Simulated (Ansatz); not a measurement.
**CdS: energy and pressure over a range of volumes**

The task here is to estimate one member of a computed series from the others.

The COD entry's cell or inner coordinates are ideal or old and differ from later refinements, so a difference from it is no clean test against experiment.

Method: DFT PBE, scalar-relativistic, in Ansatz 0.2.0.

## The starting structure

It takes space group F-43m (No. 216, cubic). Conventional cell: a = 5.820 Å, b = 5.820 Å, c = 5.820 Å, α = 90.00°, β = 90.00°, γ = 90.00°. Around Cd (site symmetry -43m) lie 4 S at 2.52 Å. S (site symmetry -43m) has 4 Cd at 2.52 Å as nearest neighbours.

Structure file:

```cif
data_structure
_symmetry_space_group_name_H-M 'F-43m'
_symmetry_Int_Tables_number 216
_cell_length_a 5.8200
_cell_length_b 5.8200
_cell_length_c 5.8200
_cell_angle_alpha 90.000
_cell_angle_beta 90.000
_cell_angle_gamma 90.000
_cell_volume 197.14
loop_
_atom_site_label
_atom_site_type_symbol
_atom_site_symmetry_multiplicity
_atom_site_Wyckoff_symbol
_atom_site_fract_x
_atom_site_fract_y
_atom_site_fract_z
_atom_site_occupancy
Cd1 Cd 4 a 0.00000 0.00000 0.00000 1
S1 S 4 c 0.25000 0.25000 0.25000 1
```

The file gives the conventional cell by its symmetry; the runs use the cell typed in the input.

The structure is an experimental refinement, used without relaxation.

Atoms are numbered in the order of the input: Cd1, S2.

The first run:

input.yaml

```yaml
crystal:
  lattice:
    - [0.0, 2.8511009115, 2.8511009115]
    - [2.8511009115, 0.0, 2.8511009115]
    - [2.8511009115, 2.8511009115, 0.0]
  atoms:
    - { symbol: Cd, position: [0.0, 0.0, 0.0] }
    - { symbol: S, position: [0.75, 0.75, 0.75] }
kpoints:
  mp_grid: { grid: [9, 9, 9] }
scf:
  occupations: { method: fermi_dirac, width: 0.03 }
hamiltonian:
  xc: pbe
  pseudopotentials: { kind: all_electron, lapw: { basis_error: 0.0005 } }
output:
  forces: true
  stress: true
  eigenvalues: true
```

On the command line:

```
$ ansatz run input.yaml --threads 1 --pin off --max-ram 2048MiB --backend cpu --events-out ev --progress --plain --runs-dir out
```

Steps of the session up to this table: Volume × 0.9405, LAPW; Volume × 0.9405, PAW; Volume × 0.9405, crystal datasets; Volume × 0.98, LAPW; Volume × 0.98, PAW; Volume × 1.02, LAPW; Volume × 1.02, PAW; Volume × 1.06, LAPW; Volume × 1.06, PAW; Volume × 1.06, crystal datasets.

One table of the session follows, with a row left open; its other results are not shown here.

| method | volume (Å³/atom) | pressure (GPa) | gap on the k mesh (eV) |
| --- | --- | --- | --- |
| LAPW | 23.176 | 8.11 | 1.29 |
| LAPW | 24.149 | ? | ? |
| LAPW | 24.642 | 3.33 | 1.16 |
| LAPW | 25.135 | 2.04 | 1.12 |
| LAPW | 26.121 | -0.17 | 1.03 |
| PAW | 23.176 | 8.07 | 1.29 |
| PAW | 24.149 | 4.73 | 1.20 |
| PAW | 24.642 | 3.30 | 1.16 |
| PAW | 25.135 | 2.01 | 1.12 |
| PAW | 26.121 | -0.20 | 1.03 |
| crystal datasets | 23.176 | 8.11 | 1.29 |
| crystal datasets | 24.642 | 3.33 | 1.16 |
| crystal datasets | 26.121 | -0.17 | 1.03 |

Estimate the missing values for LAPW, 24.149.

As computed: pressure (GPa): 4.77; gap on the k mesh (eV): 1.20. In the column «pressure (GPa)» it lies between PAW, 24.149 (4.73) and PAW, 23.176 (8.07).

Limits of these values: These are semilocal Kohn-Sham gaps, which aren't the measured quantity. Warnings in the runs' records: gradients without spin orbit, crystal datasets made.
